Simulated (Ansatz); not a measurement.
AlP: zone-centre modes at 22 GPa

Computed with Ansatz, DFT PBEsol, scalar-relativistic, plane waves, PAW. Cutoff 420 eV, 10×10×10 k-points (Γ-centred), fixed occupations. No spin polarisation. Phonons by linear response, acoustic sum rule imposed.

The cell, relaxed at 22 GPa:
```yaml
crystal:
  lattice:
    - [0.00000, 2.57850, 2.57850]
    - [2.57850, 0.00000, 2.57850]
    - [2.57850, 2.57850, 0.00000]
  atoms:
    - { symbol: Al, position: [0.00000, 0.00000, 0.00000] }
    - { symbol: P, position: [0.75000, 0.75000, 0.75000] }
```

Other phases may be more stable at this pressure.

Question: Is this structure stable against zone-centre distortions?

Answer: Yes, at Γ: no optical mode is imaginary. Strains and other wave vectors aren't tested by this run.

Question: List the optical modes at Γ without the LO field (i marks imaginary ones).

Answer:
```json
{"frequency (cm⁻¹)": "535", "degeneracy": "3", "IR intensity of the level ((D/Å)²/amu)": "21.83"}
```

Cost: 1 run of about 1.3 core-minutes, on AMD EPYC (Zen 3) (shared hosts).